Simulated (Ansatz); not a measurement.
Zinc-blende InN (metastable phase), treated with r²SCAN+SOC (Ansatz, a program for electronic structure, PAW).

Run with plane-wave cutoff 560 eV, 12×12×12 k mesh, Fermi–Dirac smearing 0.01 eV, PAW data made under PBE.

Energies at three volumes about the minimum:

| V (Å³/atom) | E − E_lowest (meV/atom) |
|---|---|
| 15.295 | 2.83 |
| 15.607 | 0.00 |
| 15.919 | 2.64 |

Problem. Fit a parabola by hand: where is the minimum, what lattice constant follows, and what is the bulk modulus?

Solution. Slopes: (0.00 − 2.83)/(15.607 − 15.295) = -9.071 and (2.64 − 0.00)/(15.919 − 15.607) = 8.462 meV/Å³. Curvature E″ = 2 × (8.462 − (-9.071))/(15.919 − 15.295) = 56.196 meV/Å⁶. From the middle of the first interval, the slope vanishes at V0 = 15.4510 − (-9.071)/56.196 = 15.612 Å³/atom. B = V0 E″ = 15.612 × 56.196 meV/Å³ × 0.1602 GPa per meV/Å³ = 141 GPa. With 8 atoms in the cube, a = (8 × 15.612)^(1/3) = 4.999 Å. The full Birch–Murnaghan fit to all volumes gives V0 = 15.607 Å³/atom and B0 = 140 GPa.

Measured, for comparison: lattice constant a 5.01 ± 0.01 Å (temperature not stated, no zero-point or thermal correction, epilayer on 3C-SiC; as tabulated in Schörmann, As, Lischka, Schley, Goldhahn et al., Appl. Phys. Lett. 89, 261903 …).

Note: the gap of the solid is closed in this run; this level leaves the solid without a gap, although one is measured.
